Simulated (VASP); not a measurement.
## VASP 6.6.1 run: PbS

INCAR

```
NSW = 0
LASPH = .TRUE.
LWAVE = .FALSE.
ISMEAR = -1
IBRION = -1
LCHARG = .FALSE.
ISYM = 1
NELM = 120
PREC = Accurate
LREAL = .FALSE.
NBANDS = 17
EDIFF = 1E-7
ISIF = 2
SIGMA = 0.02
ENCUT = 520
GGA = PE
```

KPOINTS

```
KPOINTS created by Atomic Simulation Environment
0
Gamma
8 8 8
0 0 0
```

POSCAR

```
Pb S
 1.0000000000000000
     2.1005109573003633    1.2127305665719976    3.2350120170895811
    -2.1005109573003633    1.2127305665719976    3.2350120170895811
     0.0000000000000000   -2.4254611333273726    3.2350120170208374
 Pb  S
   1   1
Cartesian
  0.0000000000000002 -0.0000000001793406  9.4913841992705876
 -0.0000000000000001 -0.0000000000875838  4.6352791845540775
```

The recommended PBE PAW datasets give the neutral cell 20 valence electrons.

Command

```
mpirun -np 1 vasp_std
```

Predict the outcome of this run.

It converged. Results: gap between bands v and c on the k mesh -0.24 eV (bands overlap: a metal); least direct gap on the k mesh 0.11 eV; pressure 5.7 GPa. Band v is the last that the valence electrons fill when counted band by band, and c is the next.

OSZICAR

```
N       E                     dE             d eps       ncg     rms          rms(c)
DAV:   1     0.156566385396E+03    0.15657E+03   -0.94976E+03  2210   0.130E+03
DAV:   2     0.310469943834E+01   -0.15346E+03   -0.14777E+03  2323   0.318E+02
DAV:   3    -0.882351835592E+01   -0.11928E+02   -0.11840E+02  2888   0.926E+01
DAV:   4    -0.911160807728E+01   -0.28809E+00   -0.28780E+00  2775   0.155E+01
DAV:   5    -0.912186021801E+01   -0.10252E-01   -0.10251E-01  3322   0.290E+00    0.510E+00
DAV:   6    -0.867497198708E+01    0.44689E+00   -0.12233E+00  3465   0.801E+00    0.360E+00
DAV:   7    -0.867379901654E+01    0.11730E-02   -0.14162E-01  2698   0.194E+00    0.195E+00
DAV:   8    -0.867681504815E+01   -0.30160E-02   -0.14113E-02  2744   0.133E+00    0.122E-01
DAV:   9    -0.867659379986E+01    0.22125E-03   -0.22802E-03  3514   0.443E-01    0.934E-02
DAV:  10    -0.867672261937E+01   -0.12882E-03   -0.29009E-04  2488   0.124E-01    0.461E-02
DAV:  11    -0.867673202502E+01   -0.94057E-05   -0.72473E-05  3250   0.945E-02    0.253E-02
DAV:  12    -0.867673277998E+01   -0.75496E-06   -0.44384E-06  2744   0.170E-02    0.273E-03
DAV:  13    -0.867673292577E+01   -0.14578E-06   -0.11955E-07  2593   0.359E-03    0.543E-04
DAV:  14    -0.867673297435E+01   -0.48580E-07   -0.43618E-08  1928   0.170E-03
   1 F= -.86767330E+01 E0= -.86766557E+01  d E =-.154460E-03
```

For comparison, a separate PBE run of the intended cell, on usual settings and not on those above, gives a gap of -0.24 eV on its mesh and a pressure of 5.7 GPa.
